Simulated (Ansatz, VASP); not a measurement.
## CdS: VASP beside Ansatz

The input INCAR:

```
  PREC = Accurate
  ENCUT = 520
  EDIFF = 1E-6
  ISMEAR = 0
  SIGMA = 0.01
  LREAL = False
  LASPH = True
  NELM = 60
  ALGO = Normal
  ISIF = 2
  LWAVE = False
  LCHARG = False
  GGA = PE
  NBANDS = 26
```

The input KPOINTS:

```
regular mesh
0
Gamma
  6 6 4
```

Contents of POSCAR:

```
CdS
1.0
    4.1646012683      0.0000000000      0.0000000000
   -2.0823006341      3.6066504950      0.0000000000
    0.0000000000      0.0000000000      6.7660104976
Cd S
2 2
Direct
    0.3333333333      0.6666666667     -0.0009631151
    0.6666666667      0.3333333333      0.4990368849
    0.3333333333      0.6666666667      0.3759631151
    0.6666666667      0.3333333333      0.8759631151
```

Input for Ansatz:

```yaml
crystal:
  lattice:
    - [4.1646012683, 0.0, 0.0]
    - [-2.0823006341, 3.606650495, 0.0]
    - [0.0, 0.0, 6.7660104976]
  atoms:
    - { symbol: Cd, position: [0.3333333333, 0.6666666667, -0.0009631151] }
    - { symbol: Cd, position: [0.6666666667, 0.3333333333, 0.4990368849] }
    - { symbol: S, position: [0.3333333333, 0.6666666667, 0.3759631151] }
    - { symbol: S, position: [0.6666666667, 0.3333333333, 0.8759631151] }
kpoints:
  mp_grid: { grid: [6, 6, 4] }
hamiltonian:
  xc: pbe
scf:
  occupations: { method: fixed }
  n_extra_bands: 5
output:
  forces: true
  stress: true
  eigenvalues: true
  write_density: true
  write_potential: true
  elf: true
  volumetric_format: npy
```

The cell was built by a generator and needn't be a form met in nature.

Alike in both runs: task single point; functional PBE; k mesh 6 × 6 × 4; no spin polarisation.

```csv
,VASP,Ansatz
version,VASP 6.6.1,Ansatz 0.2.0
potentials or method,"VASP PAW PBE potentials, release 64 (Cd, S)","plane waves, PAW"
plane-wave cutoff (eV),520,420
occupations,"gaussian, width 0.01 eV",fixed
valence electrons in the cell,36,52
```

Ansatz gave:

```
gap on the k mesh at the Fermi level (eV) : 1.17
pressure (GPa)                            : 1.4
```

Task: Estimate VASP's values.

Result: gap on the k mesh at the Fermi level (eV): 1.17; pressure (GPa): 1.7.

The two sets of potentials don't hold the same shells in valence.

A hybrid or GW would open this gap; PBE tends to underestimate it.
